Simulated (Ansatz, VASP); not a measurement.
One calculation of MgI2, two programs

Contents of INCAR:

```
SYSTEM = MgI2
ALGO     = Normal         ! electronic algorithm
EDIFF    = 1E-6           ! SCF threshold, eV
ENCUT    = 520            ! plane-wave cutoff, eV
GGA      = PS             ! functional
ISIF     = 2              ! what is computed and relaxed
ISMEAR   = 0              ! smearing method
LASPH    = .True.         ! aspherical terms in the spheres
LCHARG   = .False.        ! write CHGCAR
LREAL    = .False.        ! projectors in reciprocal space
LWAVE    = .False.        ! write WAVECAR
NBANDS   = 15             ! bands
NELM     = 100            ! most SCF steps
PREC     = Accurate       ! precision mode
SIGMA    = 0.05           ! smearing width, eV
```

KPOINTS

```
k-points
0
Gamma
  6 6 4
  0 0 0
```

File POSCAR:

```
MgI2
1.0
    4.0290891177      0.0000000000      0.0000000000
   -2.0145445589      3.4892935301      0.0000000000
    0.0000000000      0.0000000000      7.0678600000
Mg I
1 2
Direct
    0.0000000000      0.0000000000      0.0000000000
    0.3333333333      0.6666666667      0.7576300000
    0.6666666667      0.3333333333      0.2423700000
```

Input for Ansatz:

```yaml
crystal:
  lattice:
    - [4.0290891177, 0.0, 0.0]
    - [-2.0145445589, 3.4892935301, 0.0]
    - [0.0, 0.0, 7.06786]
  atoms:
    - { symbol: Mg, position: [0.0, 0.0, 0.0] }
    - { symbol: I, position: [0.3333333333, 0.6666666667, 0.75763] }
    - { symbol: I, position: [0.6666666667, 0.3333333333, 0.24237] }
basis:
  ecutwfc: 420
kpoints:
  mp_grid: { grid: [6, 6, 4] }
hamiltonian:
  xc: pbesol
scf:
  occupations: { method: gaussian, width: 0.05 }
output:
  forces: true
  stress: true
  eigenvalues: true
```

Change from the starting cell: strain -0.030 along x and y, +0.030 along z, atoms carried along.

Alike in both runs: task single point; functional PBEsol; k mesh 6 × 6 × 4; occupations gaussian, width 0.05 eV; no spin polarisation.

|  | VASP | Ansatz |
| --- | --- | --- |
| version | VASP 6.6.1 | Ansatz 0.2.0 |
| potentials or method | VASP PAW PBE potentials, release 64 (Mg, I) | scalar-relativistic, plane waves, PAW |
| plane-wave cutoff (eV) | 520 | 420 |
| valence electrons in the cell | 16 | 44 |

```tsv
	VASP	Ansatz	Ansatz less VASP
gap on the k mesh at the Fermi level (eV)	3.40	3.41	+0.011
least direct gap on the mesh (eV)	3.70	3.70	+0.006
pressure (GPa)	0.9	0.9	+0.02
largest component of the traceless stress (GPa)	1.07	1.08	+0.005
rms of the force components (eV/Å)	0.024	0.023	-0.0014
```

Atom by atom the forces differ by 0.001 eV/Å (rms over components). The two sets of potentials don't hold the same shells in valence.

Caveats: the PAW data sets were made with another functional, which shifts forces and pressure a little (VASP); spin-orbit coupling is left out, which moves the levels of the heavy elements; this functional lacks dispersion, which binds the layers, so the pressure and a relaxed spacing across them are unreliable. A k mesh can miss the band edges.
